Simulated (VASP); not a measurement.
# CdTe (F-43m) in VASP: a series of runs, part 2 of 2

VASP 6.6.1.

## Step 3: Single point, PBEsol

This run uses another cell than the first one, of 34.24 Å³/atom, 1.040 times its volume.

Input file INCAR:

```
PREC = Accurate ; ENCUT = 500
EDIFF = 1E-6 ; ISMEAR = 0
SIGMA = 0.01 ; LREAL = False
LASPH = True ; NELM = 120
ALGO = Normal ; ISIF = 2
LWAVE = False ; LCHARG = False
GGA = PS ; NBANDS = 16
GGA_COMPAT = False
```

Input file KPOINTS:

```
regular mesh
0
Gamma
  5 5 5
```

Input file POSCAR:

```
CdTe
1.0
    0.0000000000      3.2471758892      3.2471758892
    3.2471758892      0.0000000000      3.2471758892
    3.2471758892      3.2471758892      0.0000000000
Cd Te
1 1
Direct
    0.0000000000      0.0000000000      0.0000000000
    0.2500000000      0.2500000000      0.2500000000
```

Potentials or basis: VASP PAW PBE potentials, release 64 (Cd, Te).

Started as:

```console
$ cat potpaw_PBE.64/Cd/POTCAR potpaw_PBE.64/Te/POTCAR > POTCAR
$ mpirun -np 1 vasp_std > vasp.out
```

OUTCAR:

```text
PREC = Accurate
   ENCUT = 500
   EDIFF = 1E-6
   ISMEAR = 0
   LREAL = False
   LASPH = True
   NELM = 120
   ISIF = 2
   GGA = PS

 ion  position               nearest neighbor table
   1  0.000  0.000  0.000-   2 2.81   2 2.81   2 2.81   2 2.81
   2  0.250  0.250  0.250-   1 2.81   1 2.81   1 2.81   1 2.81

  LATTYP: Found a face centered cubic cell.
 ALAT       =     6.4943517784

  Lattice vectors:

 A1 = (   0.0000000000,   3.2471758892,   3.2471758892)
 A2 = (   3.2471758892,   0.0000000000,   3.2471758892)
 A3 = (   3.2471758892,   3.2471758892,   0.0000000000)

Analysis of symmetry for initial positions (statically):
=====================================================================
 Subroutine PRICEL returns:
 Original cell was already a primitive cell.

 Routine SETGRP: Setting up the symmetry group for a
 face centered cubic supercell.

 Subroutine GETGRP returns: Found 24 space group operations
 (whereof 24 operations were pure point group operations)
 out of a pool of 48 trial point group operations.

The static configuration has the point symmetry T_d .

Analysis of symmetry for dynamics (positions and initial velocities):
=====================================================================
 Subroutine PRICEL returns:
 Original cell was already a primitive cell.

 Routine SETGRP: Setting up the symmetry group for a
 face centered cubic supercell.

 Subroutine GETGRP returns: Found 24 space group operations
 (whereof 24 operations were pure point group operations)
 out of a pool of 48 trial point group operations.

The dynamic configuration has the point symmetry T_d .

 Subroutine INISYM returns: Found 24 space group operations
 (whereof 24 operations are pure point group operations),
 and found     1 'primitive' translations

----------------------------------------------------------------------------------------

                                     Primitive cell

  volume of cell :      68.4774

  direct lattice vectors                    reciprocal lattice vectors
     0.000000000  3.247175889  3.247175889    -0.153979956  0.153979956  0.153979956
     3.247175889  0.000000000  3.247175889     0.153979956 -0.153979956  0.153979956
     3.247175889  3.247175889  0.000000000     0.153979956  0.153979956 -0.153979956

  length of vectors
     4.592200182  4.592200182  4.592200182     0.266701107  0.266701107  0.266701107

  position of ions in fractional coordinates (direct lattice)
     0.000000000  0.000000000  0.000000000
     0.250000000  0.250000000  0.250000000

  ion indices of the primitive-cell ions
   primitive index   ion index
                 1           1
                 2           2

----------------------------------------------------------------------------------------

 KPOINTS: regular mesh

Automatic generation of k-mesh.
 Grid dimensions read from file:
 generate k-points for:    5    5    5

 Generating k-lattice:

  Cartesian coordinates                     Fractional coordinates (reciprocal lattice)
    -0.030795991  0.030795991  0.030795991     0.200000000  0.000000000  0.000000000
     0.030795991 -0.030795991  0.030795991     0.000000000  0.200000000  0.000000000
     0.030795991  0.030795991 -0.030795991     0.000000000  0.000000000  0.200000000

  Length of vectors
     0.053340221  0.053340221  0.053340221

  Shift w.r.t. Gamma in fractional coordinates (k-lattice)
     0.000000000  0.000000000  0.000000000

 Subroutine IBZKPT returns following result:
 ===========================================

 Found     10 irreducible k-points:

 Following reciprocal coordinates:
            Coordinates               Weight
  0.000000  0.000000  0.000000      1.000000
  0.200000  0.000000  0.000000      8.000000
  0.400000  0.000000  0.000000      8.000000
  0.200000  0.200000  0.000000      6.000000
  0.400000  0.200000  0.000000     24.000000
 -0.400000  0.200000  0.000000     24.000000
 -0.200000  0.200000  0.000000     12.000000
  0.400000  0.400000  0.000000      6.000000
 -0.400000  0.400000  0.000000     12.000000
 -0.400000  0.400000  0.200000     24.000000
   k-points           NKPTS =     10   k-points in BZ     NKDIM =     10   number of bands    NBANDS=     16
   number of dos      NEDOS =    301   number of ions     NIONS =      2
   total plane-waves  NPLWV =  46656
   dimension x,y,z NGX =    36 NGY =   36 NGZ =   36
   dimension x,y,z NGXF=    72 NGYF=   72 NGZF=   72
   ions per type =               1   1
   NGX,Y,Z   is equivalent  to a cutoff of  13.03, 13.03, 13.03 a.u.
   NGXF,Y,Z  is equivalent  to a cutoff of  26.07, 26.07, 26.07 a.u.
 SYSTEM =  unknown system
   PREC   = accura    normal or accurate (medium, high low for compatibility)
   ISTART =      0    job   : 0-new  1-cont  2-samecut
   ICHARG =      2    charge: 1-file 2-atom 10-const
   ISPIN  =      1    spin polarized calculation?
   LNONCOLLINEAR =      F non collinear calculations
   LSORBIT =      F    spin-orbit coupling
   LASPH  =      T    aspherical Exc in radial PAW
   ENCUT  =  500.0 eV  36.75 Ry    6.06 a.u.   8.37  8.37  8.37*2*pi/ulx,y,z
   NELM   =    120;   NELMIN=  2; NELMDL= -5     # of ELM steps
   EDIFF  = 0.1E-05   stopping-criterion for ELM
   LREAL  =      F    real-space projection
   EDIFFG = 0.1E-04   stopping-criterion for IOM
   NSW    =      0    number of steps for IOM
   IBRION =     -1    ionic relax: 0-MD 1-quasi-New 2-CG
   NFREE  =      0    steps in history (QN), initial steepest desc. (CG)
   ISIF   =      2    stress and relaxation
   ISYM   =      2    0-nonsym 1-usesym 2-fastsym
   POTIM  = 0.5000    time-step for ionic-motion
   TEBEG  =    0.0;   TEEND  =   0.0 temperature during run
   PSTRESS=    0.0 pullay stress
   NELECT =      18.0000    total number of electrons
   NUPDOWN=      -1.0000    fix difference up-down
   EMIN   =  10.00;   EMAX   =-10.00  energy-range for DOS
   EFERMI =   0.00;   METHOD = LEGACY
   ISMEAR =     0;   SIGMA  =   0.01  broadening in eV -4-tet -1-fermi 0-gaus
   EFERMI_NEDOS =   21; number of points for ismear=-14 and -15
   IALGO  =     38    algorithm
   IMIX   =      4    mixing-type and parameters
     AMIX     =   0.40;   BMIX     =  1.00
     AMIX_MAG =   1.60;   BMIX_MAG =  1.00
  volume/ion in A,a.u.               =      34.24       231.05
  Fermi-wavevector in a.u.,A,eV,Ry     =   1.048697  1.981749 14.963205  1.099765
  Thomas-Fermi vector in A             =   2.183629
   LORBIT       =      0    0 simple, 1 ext, 2 COOP (PROOUT), +10 PAW based schemes
   GGA     = PS    functional components
   LHFCALC =     F    Hartree Fock is set to
   AEXX    =    0.0000 exact exchange contribution
   IVDW    =     0    specifies the selected vdW correction
   LEPSILON=     F    determine dielectric tensor
   LRPA    =     F    only Hartree local field effects (RPA)
 non-spin polarized calculation
 Gauss-broadening in eV      SIGMA  =   0.01
  energy-cutoff  :      500.00
  volume of cell :       68.48
 maximum number of plane-waves:      1807
 NGX is ok and might be reduce to    36
   NGX = 17   NGY = 17   NGZ = 17

 number of electron      17.9999998 magnetization

 Free energy of the ion-electron system (eV)
  ---------------------------------------------------
  ext. energy  EPLUGINS =         0.00000000
  ---------------------------------------------------
  free energy    TOTEN  =        -5.47031736 eV

  energy without entropy =       -5.47031736  energy(sigma->0) =       -5.47031736

 E-fermi :   2.2206     XC(G=0):  -8.7493

 val. band max:        2.1653120313   @ k =   0.0000   0.0000   0.0000
 cond. band min:       2.8039840627   @ k =   0.0000   0.0000   0.0000
 fundamental gap:      0.6386720314
 Fermi energy:         2.2205515813

 k-point     1 :       0.0000    0.0000    0.0000
  band No.  band energies     occupation
      1      -9.0100      2.00000
      2      -6.0805      2.00000
      3      -6.0805      2.00000
      4      -6.0805      2.00000
      5      -5.8210      2.00000
      6      -5.8210      2.00000
[... 8 lines left out ...]
     15      11.4937      0.00000
     16      11.4937      0.00000
[... 153 lines left out ...]
 k-point    10 :      -0.4000    0.4000    0.2000
  band No.  band energies     occupation
      1      -8.5190      2.00000
      2      -5.9691      2.00000
      3      -5.9615      2.00000
      4      -5.8573      2.00000
      5      -5.8130      2.00000
      6      -5.3507      2.00000
[... 8 lines left out ...]
     15      12.1687      0.00000
     16      14.1563      0.00000

------------------------ aborting loop because EDIFF is reached ----------------------------------------

  FORCE on cell =-STRESS in cart. coord.  units (eV):
  Direction    XX          YY          ZZ          XY          YZ          ZX
  --------------------------------------------------------------------------------------
  -------------------------------------------------------------------------------------
  Total        0.0555953      0.0555953      0.0555953     -0.0000000      0.0000000     -0.0000000
  in kB        1.3007719      1.3007719      1.3007719     -0.0000000      0.0000000     -0.0000000
  external PRESSURE =       1.3007719 kB  Pullay stress =       0.0000000 kB

 VOLUME and BASIS-vectors are now :
 -----------------------------------------------------------------------------
  energy-cutoff  :      500.00
  volume of cell :       68.48
      direct lattice vectors                 reciprocal lattice vectors
     0.000000000  3.247175889  3.247175889    -0.153979956  0.153979956  0.153979956
     3.247175889  0.000000000  3.247175889     0.153979956 -0.153979956  0.153979956
     3.247175889  3.247175889  0.000000000     0.153979956  0.153979956 -0.153979956

 POSITION                                       TOTAL-FORCE (eV/Angst)
 -----------------------------------------------------------------------------------
      0.00000      0.00000      0.00000         0.000000     -0.000000      0.000000
      1.62359      1.62359      1.62359        -0.000000      0.000000     -0.000000
 -----------------------------------------------------------------------------------
    total drift:                                0.000000      0.000000      0.000000

  FREE ENERGIE OF THE ION-ELECTRON SYSTEM (eV)
  ---------------------------------------------------
  free  energy   TOTEN  =        -5.4703173599 eV

  energy  without entropy=       -5.4703173599  energy(sigma->0) =       -5.47031736
```

OSZICAR:

```text
N       E                     dE             d eps       ncg     rms          rms(c)
DAV:   1     0.978300214320E+02    0.97830E+02   -0.81225E+03   320   0.947E+02
DAV:   2    -0.212268013781E+01   -0.99953E+02   -0.95698E+02   384   0.231E+02
DAV:   3    -0.569802569985E+01   -0.35753E+01   -0.35709E+01   400   0.455E+01
DAV:   4    -0.573094124034E+01   -0.32916E-01   -0.32914E-01   472   0.384E+00
DAV:   5    -0.573101397112E+01   -0.72731E-04   -0.72731E-04   400   0.168E-01    0.535E+00
DAV:   6    -0.548966021885E+01    0.24135E+00   -0.43801E-01   384   0.830E+00    0.447E+00
DAV:   7    -0.547112599684E+01    0.18534E-01   -0.10230E-01   376   0.211E+00    0.183E+00
DAV:   8    -0.547026722304E+01    0.85877E-03   -0.10309E-02   352   0.115E+00    0.476E-01
DAV:   9    -0.547026123058E+01    0.59925E-05   -0.77302E-04   400   0.300E-01    0.114E-01
DAV:  10    -0.547029422952E+01   -0.32999E-04   -0.10911E-04   384   0.964E-02    0.541E-02
DAV:  11    -0.547031946528E+01   -0.25236E-04   -0.49974E-05   392   0.421E-02    0.382E-02
DAV:  12    -0.547031751946E+01    0.19458E-05   -0.38825E-06   336   0.137E-02    0.202E-02
DAV:  13    -0.547031735987E+01    0.15959E-06   -0.54892E-07   280   0.358E-03
   1 F= -.54703174E+01 E0= -.54703174E+01  d E =-.757732E-17
```

Run time: 15 s. Hardware: 1 thread of Intel Xeon 6975P-C, shared host; peak memory 0.2 GiB.

What came out:

| Item | Value |
| --- | --- |
| Free energy | -5.4703 eV |
| Pressure | 0.1 GPa |
| Band gap on the k mesh | 0.64 eV, direct |

Caveat: the PAW data sets were made with another functional, which shifts forces and pressure a little; spin-orbit coupling is left out, which moves the levels of the heavy elements.

## Step 4: Single point, PBEsol

This run uses another cell than the first one, of 35.56 Å³/atom, 1.080 times its volume.

Input file INCAR:

```
SYSTEM = CdTe
ALGO = Normal ; EDIFF = 1E-6
ENCUT = 500 ; GGA = PS
GGA_COMPAT = .False. ; ISIF = 2
ISMEAR = 0 ; LASPH = .True.
LCHARG = .True. ; LELF = .True.
LREAL = .False. ; LVHAR = .True.
LWAVE = .False. ; NBANDS = 16
NELM = 120 ; PREC = Accurate
SIGMA = 0.01
```

Input file KPOINTS:

```
k-points
0
Gamma
  5 5 5
  0 0 0
```

Input file POSCAR:

```
CdTe
1.0
    0.0000000000      3.2882837455      3.2882837455
    3.2882837455      0.0000000000      3.2882837455
    3.2882837455      3.2882837455      0.0000000000
Cd Te
1 1
Direct
    0.0000000000      0.0000000000      0.0000000000
    0.2500000000      0.2500000000      0.2500000000
```

Started as:

```console
$ cat potpaw_PBE.64/Cd/POTCAR potpaw_PBE.64/Te/POTCAR > POTCAR
$ mpirun -np 1 vasp_std > vasp.out
```

Wall time 16 s (1 thread of Intel Xeon 6975P-C, shared host); peak memory 0.2 GiB.

Results (log left out):

- Free energy: -5.4602 eV
- Pressure: -1.3 GPa
- Band gap on the k mesh: 0.53 eV, direct

Levels at points of the mesh, in eV from the valence-band top:
```tsv
k point	band 7	band 8	band 9	band 10	band 11	band 12
(0.00, 0.00, 0.00)	0.00	0.00	0.00	0.53	4.57	4.57
```

Caveat: the PAW data sets were made with another functional, which shifts forces and pressure a little; spin-orbit coupling is left out, which moves the levels of the heavy elements.

## Step 5: Single point, PBEsol

This run uses another cell than the first one, of 36.87 Å³/atom, 1.120 times its volume.

Input file INCAR:

```
ALGO = Normal
EDIFF = 1E-6
ENCUT = 500
GGA = PS
GGA_COMPAT = F
ISIF = 2
ISMEAR = 0
LASPH = T
LCHARG = F
LREAL = F
LWAVE = F
NBANDS = 16
NELM = 120
PREC = Accurate
SIGMA = 0.01
```

Input file KPOINTS:

```
k-points
0
Gamma
  5 5 5
```

Input file POSCAR:

```
CdTe
1.0
    0.0000000000      3.3283887193      3.3283887193
    3.3283887193      0.0000000000      3.3283887193
    3.3283887193      3.3283887193      0.0000000000
Cd Te
1 1
Direct
    0.0000000000      0.0000000000      0.0000000000
    0.2500000000      0.2500000000      0.2500000000
```

Started as:

```console
$ cat potpaw_PBE.64/Cd/POTCAR potpaw_PBE.64/Te/POTCAR > POTCAR
$ mpirun -np 1 vasp_std > vasp.out
```

It took 16 s on 1 thread of Intel Xeon 6975P-C, shared host; peak memory 0.2 GiB.

It converged, with:

| Item | Value |
| --- | --- |
| Free energy | -5.4288 eV |
| Pressure | -2.5 GPa |
| Band gap on the k mesh | 0.42 eV, direct |

Levels at points of the mesh, in eV from the valence-band top:
| k point | band 7 | band 8 | band 9 | band 10 | band 11 | band 12 |
| --- | --- | --- | --- | --- | --- | --- |
| (0.00, 0.00, 0.00) | 0.00 | 0.00 | 0.00 | 0.42 | 4.58 | 4.58 |

Caveat: the PAW data sets were made with another functional, which shifts forces and pressure a little; spin-orbit coupling is left out, which moves the levels of the heavy elements.

## Step 6: Overview

```tsv
cell	gap on the mesh (eV)	pressure (GPa)
a = 4.533 Å, angles 60.0°, 2 atoms	0.76	1.9
a = 4.592 Å, angles 60.0°, 2 atoms	0.64	0.1
a = 4.650 Å, angles 60.0°, 2 atoms	0.53	-1.3
a = 4.707 Å, angles 60.0°, 2 atoms	0.42	-2.5
```

Alike in all rows: task single point; level PBEsol; potentials or basis VASP PAW PBE potentials, release 64 (Cd, Te); no spin polarisation; k mesh 5 × 5 × 5; cutoff (eV) 500; smearing gaussian 0.01 eV.

Caveats: the PAW data sets were made with another functional, which shifts forces and pressure a little; spin-orbit coupling is left out, which moves the levels of the heavy elements.

Total energies depend on the potentials used, so only differences within one code and one set of settings carry meaning.

## Step 7: How close it comes

Step 2. Measured gap of CdTe: 1.607 eV (0 K; a printed reference work, data compilation). This calculation gives 0.76 eV (-0.85 eV). Spin-orbit coupling on Cd, Te is left out. The value is that of PBEsol, without temperature or zero-point motion. Semilocal functionals fall short of measured gaps as a rule.

Step 3. Measured gap of CdTe: 1.607 eV (0 K; a printed reference work, data compilation). This calculation gives 0.64 eV (-0.97 eV). Spin-orbit coupling on Cd, Te is left out. The value is that of PBEsol, without temperature or zero-point motion. Semilocal functionals fall short of measured gaps as a rule.

Step 4. Against the measured gap of CdTe, 1.607 eV (0 K; a printed reference work, data compilation), the calculated 0.53 eV is off by -1.08 eV. So large a miss can be the level of theory's own, or it may mean another phase, state or a wrong row. Spin-orbit coupling on Cd, Te is left out. The value is that of PBEsol, without temperature or zero-point motion. Semilocal functionals fall short of measured gaps as a rule.

Step 5. Measured gap of CdTe: 1.607 eV (0 K; a printed reference work, data compilation). This calculation gives 0.42 eV (-1.18 eV). So large a miss can be the level of theory's own, or it may mean another phase, state or a wrong row. Spin-orbit coupling on Cd, Te is left out. The value is that of PBEsol, without temperature or zero-point motion. Semilocal functionals fall short of measured gaps as a rule.
